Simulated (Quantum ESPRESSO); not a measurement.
# NiO (Fm-3m) in Quantum ESPRESSO: settings compared

The runs below take NiO through phonons, energy-loss spectrum, with LDA, PW91, PBE.

Everything below comes from runs of Quantum ESPRESSO 7.5. Logs are shortened: lines on timing, memory, paths and dates and some standing lists are left out, and cuts for length are marked.

## 1. Starting point

The structure is cubic, space group Fm-3m (No. 225). The conventional cell has a = 4.172 Å, b = 4.172 Å, c = 4.172 Å, α = 90.00°, β = 90.00°, γ = 90.00°. Ni (site symmetry m-3m) is surrounded by 6 O at 2.09 Å. Around O (site symmetry m-3m) lie 6 Ni at 2.09 Å.

## 2. Phonons, LDA, collinear spin, ferromagnetic start

Input file pw.in:

```
&CONTROL
  calculation = 'scf'
  prefix = 'pwscf'
  outdir = './tmp'
  pseudo_dir = './pseudo'
  tprnfor = .true.
  tstress = .true.
  disk_io = 'low'
/
&SYSTEM
  ibrav = 0
  nat = 2
  ntyp = 2
  ecutwfc = 45
  ecutrho = 360
  nbnd = 22
  occupations = 'smearing'
  smearing = 'fd'
  degauss = 0.00367493
  nspin = 2
  starting_magnetization(1) = 0.0556
  starting_magnetization(2) = 0
/
&ELECTRONS
  conv_thr = 4d-10
  electron_maxstep = 120
  mixing_beta = 0.3
/
ATOMIC_SPECIES
Ni    58.6934 ni_lda_v1.4.uspp.F.UPF
O     15.9990 o_lda_v1.2.uspp.F.UPF
CELL_PARAMETERS angstrom
   0.0000000000    2.0859016414    2.0859016414
   2.0859016414    0.0000000000    2.0859016414
   2.0859016414    2.0859016414    0.0000000000
ATOMIC_POSITIONS crystal
Ni     0.0000000000    0.0000000000    0.0000000000
O      0.5000000000    0.5000000000    0.5000000000
K_POINTS automatic
6 6 6 1 1 1
```

Input file relax.in:

```
&CONTROL
  calculation = 'vc-relax'
  prefix = 'pwscf'
  outdir = './tmp'
  pseudo_dir = './pseudo'
  tprnfor = .true.
  tstress = .true.
  disk_io = 'low'
  nstep = 40
  forc_conv_thr = 0.0001
  etot_conv_thr = 1d-06
/
&SYSTEM
  ibrav = 0
  nat = 2
  ntyp = 2
  ecutwfc = 45
  ecutrho = 360
  nbnd = 22
  occupations = 'smearing'
  smearing = 'fd'
  degauss = 0.00367493
  nspin = 2
  starting_magnetization(1) = 0.0556
  starting_magnetization(2) = 0
/
&ELECTRONS
  conv_thr = 4d-10
  electron_maxstep = 120
  mixing_beta = 0.3
/
&IONS
  ion_dynamics = 'bfgs'
/
&CELL
  cell_dynamics = 'bfgs'
  press = 0
  press_conv_thr = 0.2
/
ATOMIC_SPECIES
Ni    58.6934 ni_lda_v1.4.uspp.F.UPF
O     15.9990 o_lda_v1.2.uspp.F.UPF
CELL_PARAMETERS angstrom
   0.0000000000    2.0859016414    2.0859016414
   2.0859016414    0.0000000000    2.0859016414
   2.0859016414    2.0859016414    0.0000000000
ATOMIC_POSITIONS crystal
Ni     0.0000000000    0.0000000000    0.0000000000
O      0.5000000000    0.5000000000    0.5000000000
K_POINTS automatic
6 6 6 1 1 1
```

Input file scf2.in:

```
&CONTROL
  calculation = 'scf'
  prefix = 'pwscf'
  outdir = './tmp'
  pseudo_dir = './pseudo'
  tprnfor = .true.
  tstress = .true.
  disk_io = 'low'
/
&SYSTEM
  ibrav = 0
  nat = 2
  ntyp = 2
  ecutwfc = 45
  ecutrho = 360
  nbnd = 22
  occupations = 'smearing'
  smearing = 'fd'
  degauss = 0.00367493
  nspin = 2
  starting_magnetization(1) = 0.0556
  starting_magnetization(2) = 0
/
&ELECTRONS
  conv_thr = 1d-13
  electron_maxstep = 120
  mixing_beta = 0.3
  startingpot = 'file'
  startingwfc = 'file'
/
ATOMIC_SPECIES
Ni    58.6934 ni_lda_v1.4.uspp.F.UPF
O     15.9990 o_lda_v1.2.uspp.F.UPF
CELL_PARAMETERS angstrom
   0.0000000000    2.0246298993    2.0246298993
   2.0246298993    0.0000000000    2.0246298993
   2.0246298993    2.0246298993    0.0000000000
ATOMIC_POSITIONS crystal
Ni     0.0000000000    0.0000000000    0.0000000000
O      0.5000000000    0.5000000000    0.5000000000
K_POINTS automatic
6 6 6 1 1 1
```

Input file ph.in:

```
phonons of NiO
&INPUTPH
  prefix = 'pwscf'
  outdir = './tmp'
  tr2_ph = 1d-16
  fildyn = 'dyn'
  niter_ph = 60
  alpha_mix(1) = 0.4
/
0.0000000000 0.0000000000 0.0000000000
```

Input file dynmat.in:

```
&INPUT
  fildyn = 'dyn'
  asr = 'crystal'
  filout = 'dynmat.disp'
  fileig = 'dynmat.eig'
/
```

Potentials or basis: GBRV 1.5 LDA.

Command:

```console
$ OMP_NUM_THREADS=1 pw.x -in pw.in > pw.out
$ OMP_NUM_THREADS=1 pw.x -in relax.in > relax.out
$ OMP_NUM_THREADS=1 pw.x -in scf2.in > scf2.out
$ OMP_NUM_THREADS=1 ph.x -in ph.in > ph.out
$ OMP_NUM_THREADS=1 dynmat.x -in dynmat.in > dynmat.out
```

pw.out:

```text
This program is part of the open-source Quantum ESPRESSO suite
     for quantum simulation of materials; please cite
[... 9 lines left out ...]
     --------------------
     sticks:   dense  smooth     PW     G-vecs:    dense   smooth      PW
     Sum         769     379    127                14163     5029     965

     Using Slab Decomposition

     bravais-lattice index     =            0
     lattice parameter (alat)  =       5.5745  a.u.
     unit-cell volume          =     122.4921 (a.u.)^3
     number of atoms/cell      =            2
     number of atomic types    =            2
     number of electrons       =        24.00
     number of Kohn-Sham states=           22
     kinetic-energy cutoff     =      45.0000  Ry
     charge density cutoff     =     360.0000  Ry
     scf convergence threshold =      4.0E-10
     mixing beta               =       0.3000
     number of iterations used =            8  plain     mixing
     Exchange-correlation= SLA  PZ   NOGX NOGC
                           (   1   1   0   0   0   0   0)

     celldm(1)=   5.574523  celldm(2)=   0.000000  celldm(3)=   0.000000
     celldm(4)=   0.000000  celldm(5)=   0.000000  celldm(6)=   0.000000

     crystal axes: (cart. coord. in units of alat)
               a(1) = (   0.000000   0.707107   0.707107 )
               a(2) = (   0.707107   0.000000   0.707107 )
               a(3) = (   0.707107   0.707107   0.000000 )

     reciprocal axes: (cart. coord. in units 2 pi/alat)
               b(1) = ( -0.707107  0.707107  0.707107 )
               b(2) = (  0.707107 -0.707107  0.707107 )
               b(3) = (  0.707107  0.707107 -0.707107 )

     PseudoPot. # 1 for Ni read from file:
     ni_lda_v1.4.uspp.F.UPF
     Pseudo is Ultrasoft + core correction, Zval = 18.0
     Generated by new atomic code, or converted to UPF format
     Using radial grid of  865 points,  6 beta functions with:
                l(1) =   0
                l(2) =   0
                l(3) =   1
                l(4) =   1
                l(5) =   2
                l(6) =   2
     Q(r) pseudized with 10 coefficients,  rinner =    0.980   0.980   0.980
                                                       0.980   0.980

     PseudoPot. # 2 for O  read from file:
     o_lda_v1.2.uspp.F.UPF
     Pseudo is Ultrasoft + core correction, Zval =  6.0
     Generated by new atomic code, or converted to UPF format
     Using radial grid of  737 points,  5 beta functions with:
                l(1) =   0
                l(2) =   0
                l(3) =   1
                l(4) =   1
                l(5) =   2
     Q(r) pseudized with  8 coefficients,  rinner =    0.900   0.900   0.900
                                                       0.900   0.900

     atomic species   valence    mass     pseudopotential
     Ni               18.00    58.69340     Ni( 1.00)
     O                 6.00    15.99900     O ( 1.00)

     Starting magnetic structure
     atomic species   magnetization
     Ni              0.056
     O               0.000

     48 Sym. Ops., with inversion, found

   Cartesian axes

     site n.     atom                  positions (alat units)
         1        Ni     tau(   1) = (   0.0000000   0.0000000   0.0000000  )
         2        O      tau(   2) = (   0.7071068   0.7071068   0.7071068  )

     number of k points=    28  Fermi-Dirac smearing, width (Ry)=  0.0037
                       cart. coord. in units 2pi/alat
        k(    1) = (   0.0589256   0.0589256   0.0589256), wk =   0.0092593
        k(    2) = (   0.1767767   0.1767767  -0.0589256), wk =   0.0277778
        k(    3) = (   0.2946278   0.2946278  -0.1767767), wk =   0.0277778
        k(    4) = (  -0.2946278  -0.2946278   0.4124790), wk =   0.0277778
        k(    5) = (  -0.1767767  -0.1767767   0.2946278), wk =   0.0277778
        k(    6) = (  -0.0589256  -0.0589256   0.1767767), wk =   0.0277778
[... 20 lines left out ...]
        k(   27) = (   0.2946278   0.2946278   0.2946278), wk =   0.0092593
        k(   28) = (  -0.2946278  -0.2946278   0.8838835), wk =   0.0277778

     Dense  grid:    14163 G-vectors     FFT dimensions: (  36,  36,  36)

     Smooth grid:     5029 G-vectors     FFT dimensions: (  24,  24,  24)

     Check: negative core charge=   -0.000006
     Generating pointlists ...
     new r_m :   0.2917 (alat units)  1.6260 (a.u.) for type    1
     new r_m :   0.2917 (alat units)  1.6260 (a.u.) for type    2

     Initial potential from superposition of free atoms

     starting charge      22.0000, renormalised to      24.0000
     Starting wfcs are   17 randomized atomic wfcs +    5 random wfcs

     Self-consistent Calculation

     iteration #  1     ecut=    45.00 Ry     beta= 0.30
     Davidson diagonalization with overlap
     ethr =  1.00E-02,  avg # of iterations =  5.9

     total energy              =    -364.92095987 Ry
     estimated scf accuracy    <      34.15588885 Ry

     total magnetization       =     0.65 Bohr mag/cell
     absolute magnetization    =     0.65 Bohr mag/cell

     iteration #  2     ecut=    45.00 Ry     beta= 0.30
     Davidson diagonalization with overlap
     ethr =  1.00E-02,  avg # of iterations =  3.0

     total energy              =    -374.36592668 Ry
     estimated scf accuracy    <      13.32981403 Ry

     total magnetization       =     0.08 Bohr mag/cell
     absolute magnetization    =     0.10 Bohr mag/cell
[... 121 lines left out ...]
     iteration # 15     ecut=    45.00 Ry     beta= 0.30
     Davidson diagonalization with overlap
     ethr =  2.67E-10,  avg # of iterations =  1.0

     total energy              =    -375.41105461 Ry
     estimated scf accuracy    <       0.00000004 Ry

     total magnetization       =     0.16 Bohr mag/cell
     absolute magnetization    =     0.17 Bohr mag/cell

     iteration # 16     ecut=    45.00 Ry     beta= 0.30
     Davidson diagonalization with overlap
     ethr =  1.60E-10,  avg # of iterations =  2.0

     Magnetic moment per site  (integrated on atomic sphere of radius R)
     atom   1 (R=0.292)  charge= 15.7170  magn=  0.1340
     atom   2 (R=0.292)  charge=  5.5855  magn=  0.0239

     End of self-consistent calculation

 ------ SPIN UP ------------

          k = 0.0589 0.0589 0.0589 (   621 PWs)   bands (ev):

   -88.4885 -49.3246 -49.3227 -49.3227  -6.3073  10.0585  10.3054  10.3054
    12.0061  12.0061  12.1003  12.5350  12.5350  15.9455  29.9689  32.5054
    32.5054  33.5025  35.6053  35.6053  37.1660  40.9233

          k = 0.1768 0.1768-0.0589 (   615 PWs)   bands (ev):

   -88.4875 -49.3342 -49.3258 -49.3234  -5.9102   8.2447   9.2740   9.6050
    12.1562  12.3067  12.5219  13.0188  13.9005  17.6859  27.1848  29.5804
    31.5036  33.9357  35.0284  37.0367  41.2525  42.8291

          k = 0.2946 0.2946-0.1768 (   616 PWs)   bands (ev):

   -88.4861 -49.3500 -49.3283 -49.3258  -5.2155   6.2996   8.4925   8.5789
    12.5594  12.6318  12.9613  14.2154  14.9026  19.4903  24.3066  27.7795
    28.7578  35.6942  36.4710  38.4264  42.1815  43.6987
[... 67 lines left out ...]
          k = 0.1768-0.2946 0.4125 (   621 PWs)   bands (ev):

   -88.4855 -49.3524 -49.3311 -49.3278  -5.0010   6.0731   8.2291   8.4611
    12.5220  12.7832  13.0716  14.1796  14.8308  20.4030  23.7288  26.5497
    28.4955  35.6416  37.8826  39.0570  42.7607  43.0727

          k =-0.6482 0.0589 0.0589 (   628 PWs)   bands (ev):

   -88.4846 -49.3527 -49.3361 -49.3348  -4.8930   6.8085   9.0198   9.2711
    11.1922  12.7321  13.0558  13.0699  13.2090  20.3051  24.2299  25.9561
    30.2204  30.6063  42.7063  43.3465  45.8647  46.0811

          k =-0.5303 0.1768-0.0589 (   629 PWs)   bands (ev):

   -88.4851 -49.3491 -49.3360 -49.3323  -4.9771   6.7426   8.4717   8.8382
    11.8346  12.8459  13.0922  13.2417  13.8420  21.0219  24.1521  25.4758
    29.3259  32.2034  40.4145  43.4924  44.6272  45.1775

          k =-0.4125 0.0589 0.0589 (   622 PWs)   bands (ev):

   -88.4861 -49.3431 -49.3306 -49.3304  -5.3651   6.9753   9.2653   9.4258
    11.4793  12.5411  13.0442  13.1283  13.6380  19.9374  25.6426  26.7014
    30.0324  30.8071  41.2810  42.3185  43.8518  44.9139

          k = 0.1768 0.1768 0.1768 (   616 PWs)   bands (ev):

   -88.4872 -49.3395 -49.3246 -49.3246  -5.7338   7.6204   9.1143   9.1143
    12.3545  12.3545  12.5511  13.9442  13.9442  18.1134  26.0080  30.1596
    30.1596  34.2075  36.0579  36.0579  41.9259  44.6711

          k = 0.2946 0.2946 0.0589 (   620 PWs)   bands (ev):
[... 41 lines left out ...]
          k = 0.2946 0.2946 0.2946 (   616 PWs)   bands (ev):

   -88.4858 -49.3542 -49.3266 -49.3266  -5.0599   5.7972   8.3968   8.3968
    12.7204  12.7204  13.0547  14.9221  14.9221  19.3494  23.9201  28.1208
    28.1208  34.9737  38.5910  38.5910  40.9217  43.3633

          k =-0.2946-0.2946 0.8839 (   618 PWs)   bands (ev):

   -88.4853 -49.3533 -49.3330 -49.3282  -4.8985   5.9981   8.0879   8.3714
    12.6520  12.7640  13.0705  14.1614  14.8442  20.8674  23.3916  26.0336
    28.4595  36.2005  38.0538  38.5657  42.6976  44.0657

 ------ SPIN DOWN ----------

          k = 0.0589 0.0589 0.0589 (   621 PWs)   bands (ev):

   -88.3121 -49.1548 -49.1528 -49.1528  -6.2699  10.1049  10.3668  10.3668
    12.1177  12.1177  12.2044  12.6942  12.6942  15.9787  29.9896  32.5420
    32.5420  33.5215  35.6494  35.6494  37.2064  40.9756

          k = 0.1768 0.1768-0.0589 (   615 PWs)   bands (ev):

   -88.3111 -49.1645 -49.1560 -49.1536  -5.8718   8.2917   9.3536   9.6634
    12.2674  12.4346  12.6287  13.1597  14.0475  17.7235  27.2157  29.6151
    31.5425  33.9715  35.0511  37.0780  41.2834  42.8769

          k = 0.2946 0.2946-0.1768 (   616 PWs)   bands (ev):

   -88.3097 -49.1804 -49.1585 -49.1560  -5.1751   6.3376   8.5721   8.6492
    12.6774  12.7558  13.0726  14.3610  15.0526  19.5215  24.3467  27.8105
    28.7894  35.7256  36.5036  38.4654  42.2064  43.7275
[... 67 lines left out ...]
          k = 0.1768-0.2946 0.4125 (   621 PWs)   bands (ev):

   -88.3091 -49.1828 -49.1613 -49.1579  -4.9597   6.1101   8.2974   8.5347
    12.6398  12.9090  13.1844  14.3289  14.9834  20.4337  23.7721  26.5810
    28.5263  35.6749  37.9166  39.0878  42.7898  43.0962

          k =-0.6482 0.0589 0.0589 (   628 PWs)   bands (ev):

   -88.3082 -49.1831 -49.1663 -49.1651  -4.8498   6.8423   9.0635   9.3177
    11.2844  12.9113  13.1778  13.1910  13.3911  20.3443  24.2638  26.0008
    30.2566  30.6430  42.7580  43.3632  45.8834  46.1286

          k =-0.5303 0.1768-0.0589 (   629 PWs)   bands (ev):

   -88.3087 -49.1795 -49.1663 -49.1626  -4.9349   6.7825   8.5228   8.8960
    11.9344  12.9934  13.2101  13.3867  14.0075  21.0643  24.1854  25.5147
    29.3611  32.2381  40.4437  43.5317  44.6571  45.2125

          k =-0.4125 0.0589 0.0589 (   622 PWs)   bands (ev):

   -88.3097 -49.1734 -49.1608 -49.1606  -5.3246   7.0244   9.3160   9.4778
    11.5775  12.7128  13.1593  13.2481  13.7969  19.9861  25.6762  26.7392
    30.0657  30.8415  41.3233  42.3404  43.8973  44.9503

          k = 0.1768 0.1768 0.1768 (   616 PWs)   bands (ev):

   -88.3108 -49.1698 -49.1548 -49.1548  -5.6949   7.6611   9.1909   9.1909
    12.4728  12.4728  12.6552  14.0893  14.0893  18.1487  26.0414  30.1943
    30.1943  34.2334  36.0967  36.0967  41.9499  44.7201

          k = 0.2946 0.2946 0.0589 (   620 PWs)   bands (ev):
[... 41 lines left out ...]
          k = 0.2946 0.2946 0.2946 (   616 PWs)   bands (ev):

   -88.3094 -49.1847 -49.1568 -49.1568  -5.0190   5.8331   8.4750   8.4750
    12.8428  12.8428  13.1651  15.0712  15.0712  19.3727  23.9649  28.1495
    28.1495  35.0073  38.6281  38.6281  40.9437  43.3922

          k =-0.2946-0.2946 0.8839 (   618 PWs)   bands (ev):

   -88.3089 -49.1838 -49.1633 -49.1584  -4.8567   6.0344   8.1502   8.4480
    12.7764  12.8845  13.1831  14.3135  14.9980  20.8950  23.4382  26.0649
    28.4902  36.2356  38.0814  38.5982  42.7192  44.0997

     the Fermi energy is    13.8848 ev

!    total energy              =    -375.41105470 Ry
     estimated scf accuracy    <          1.0E-10 Ry
     smearing contrib. (-TS)   =      -0.00112289 Ry
     internal energy E=F+TS    =    -375.40993181 Ry

     The total energy is F=E-TS. E is the sum of the following terms:
     one-electron contribution =    -216.95938222 Ry
     hartree contribution      =     122.94514406 Ry
     xc contribution           =     -42.17238614 Ry
     ewald contribution        =    -239.22330751 Ry

     total magnetization       =     0.16 Bohr mag/cell
     absolute magnetization    =     0.16 Bohr mag/cell

     convergence has been achieved in  16 iterations

     Forces acting on atoms (cartesian axes, Ry/au):

     atom    1 type  1   force =    -0.00000000    0.00000000    0.00000000
     atom    2 type  2   force =     0.00000000    0.00000000   -0.00000000

     Total force =     0.000000     Total SCF correction =     0.000000

     Computing stress (Cartesian axis) and pressure

          total   stress  (Ry/bohr**3)                   (kbar)     P=     -192.68
  -0.00130984   0.00000000   0.00000000         -192.68        0.00        0.00
   0.00000000  -0.00130984   0.00000000            0.00     -192.68        0.00
   0.00000000   0.00000000  -0.00130984            0.00        0.00     -192.68

=------------------------------------------------------------------------------=
   JOB DONE.
=------------------------------------------------------------------------------=
```

Run time: 3.7 min. Hardware: 1 thread of Arm Neoverse V2, shared host; peak memory 0.11 GiB.

What came out:

```yaml
Free_energy: -5107.8260 eV
Relaxed_volume: 8.30 Å³/atom
Relaxed_cell: a = 2.863 Å, b = 2.863 Å, c = 2.863 Å, α = 60.00°, β = 60.00°, γ = 60.00°
Space_group_after_relaxing_to_0.05_Å: Fm-3m (No. 225)
Pressure_after_relaxing: -0.1 GPa
Band_gap_on_the_k_mesh: none (metal or under the smearing width)
Net_moment: 0.16 μB per cell
Absolute_moment: 0.16 μB per cell
Site_moments: Ni +0.13; O +0.03 μB
Valence_electrons_inside_the_program's_atomic_spheres: Ni 15.72; O 5.59
Highest_phonon_frequency_at_Γ: 384 cm⁻¹
```

Step by step:
```csv
step,energy change (eV),largest force (eV/Å),pressure (GPa),volume (Å³)
1,0.0000,0.0000,-19.27,18.15
2,-0.0991,0.0000,2.78,16.43
3,-0.1006,0.0000,-0.43,16.63
4,-0.1006,0.0000,-0.01,16.60
```

Final structure:
```
CELL_PARAMETERS angstrom
0.00000 2.02463 2.02463
2.02463 0.00000 2.02463
2.02463 2.02463 0.00000
ATOMIC_POSITIONS crystal
Ni 0.00000 0.00000 0.00000
O 0.50000 0.50000 0.50000
```

Levels at points of the mesh, in eV from the Fermi level:
Spin up:
```tsv
k point	band 8	band 9	band 10	band 11	band 12	band 13	band 14	band 15	band 16	band 17
(0.08, 0.08, 0.08)	-4.05	-2.21	-2.21	-2.10	-1.57	-1.57	2.55	16.42	19.29	19.29
```
Spin down:
```tsv
k point	band 8	band 9	band 10	band 11	band 12	band 13	band 14	band 15	band 16	band 17
(0.08, 0.08, 0.08)	-3.98	-2.10	-2.10	-2.00	-1.41	-1.41	2.59	16.44	19.33	19.33
```

Phonon frequencies in cm⁻¹ (negative: imaginary):
```csv
q point,frequencies
"(0.000, 0.000, 0.000)",-8 -8 -8 384 384 384
```

Optical modes at Γ, degenerate ones joined:
| cm⁻¹ | components | symmetry | active in |
| --- | --- | --- | --- |
| 384 | 3 | T1u | IR |

Caveat: the k mesh is coarse (spacing up to 0.43 Å⁻¹), so the values aren't converged; the mesh is thin for the phonons of a metal; semilocal functionals often make such compounds metallic where correlation or magnetic order opens a gap, which also shifts bond lengths. With open d or f shells a metallic result of LDA can be an artefact of self-interaction; +U or a hybrid may open a gap.

(Part 1 of 2 ends here.)
